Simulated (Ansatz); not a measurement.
Runs of Ansatz 0.2.0 on Te2Mo. The cell holds a slab with vacuum, 9 atoms: a = 3.562 Å, b = 3.562 Å, c = 31.563 Å, α = 90.00°, β = 90.00°, γ = 120.00°. 

```csv
task,level,cell,k mesh,smearing,points for each segment of the path,gap on the mesh (eV),relaxed volume (Å³/atom),largest force (eV/Å)
relaxation of cell and atoms,revPBE+D4,relaxed,9 × 9 × 1,fermi-dirac 0.05 eV,-,(a),35.35,-
relaxation of cell and atoms,RPBE+D4,relaxed,7 × 7 × 1,fermi-dirac 0.05 eV,-,0.77,34.89,-
single point,PBE,as given,9 × 9 × 1,gaussian 0.011 eV,-,1.00,-,0.22
band structure,PBE,as given,9 × 9 × 1,fermi-dirac 0.05 eV,10,1.00,-,0.22
```

Alike in all rows: potentials or basis Ansatz PAW; no spin polarisation; cutoff (eV) 420.

Problem. Estimate the missing entries.

Solution. (a) 0.74.

Caveats: spin-orbit coupling is left out, which moves the levels of the heavy elements; odd divisions of the mesh miss points on the zone boundary, where band edges often lie, so the gap on the mesh can be too wide (some runs); the plane-wave basis is chosen anew once the cell has moved, so the energies of steps on either side of that aren't comparable (some runs); the PAW data sets come from PBE, with cores solved anew for the run's functional, which leaves a small shift of forces and pressure (some runs).

A k mesh can miss the band edges, and the runs leave out spin-orbit coupling on Mo, Te.
